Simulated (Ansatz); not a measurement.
# Lattice vibrations of SnS2 at Γ at 40 GPa

Computed with DFT PBEsol, scalar-relativistic, plane waves, PAW (Ansatz). Cutoff 420 eV, 12×12×10 k-points (Γ-centred), Fermi-Dirac smearing of 0.15 eV. No spin polarisation. Phonons by linear response, acoustic sum rule imposed.

The cell, relaxed at 40 GPa:
```
Sn S
1.0
     3.39511    0.00000    0.00000
    -1.69756    2.94025    0.00000
     0.00000    0.00000    4.64903
Sn S
1 2
Direct
  0.00000 0.00000 0.00000
  0.66667 0.33333 0.31334
  0.33333 0.66667 0.68666
```

In a metal, frequencies and elastic constants depend on the k mesh and the smearing, soft modes and shear constants most. Spin–orbit coupling is left out, which matters for heavy elements. Other phases may be more stable at this pressure. A semilocal functional can close a gap that the real compound has.

Problem. Is this structure stable against zone-centre distortions?

Solution. Yes, at Γ: no optical mode is imaginary. Strains and other wave vectors aren't tested by this run.

Problem. List the optical modes at Γ (i marks imaginary ones).

Solution.
```tsv
frequency (cm⁻¹)	degeneracy
279	2
344	2
380	1
381	1
```

Cost: 1 run of about 0.69 core-minutes, on AMD EPYC 9R45 (Zen 5) (shared hosts).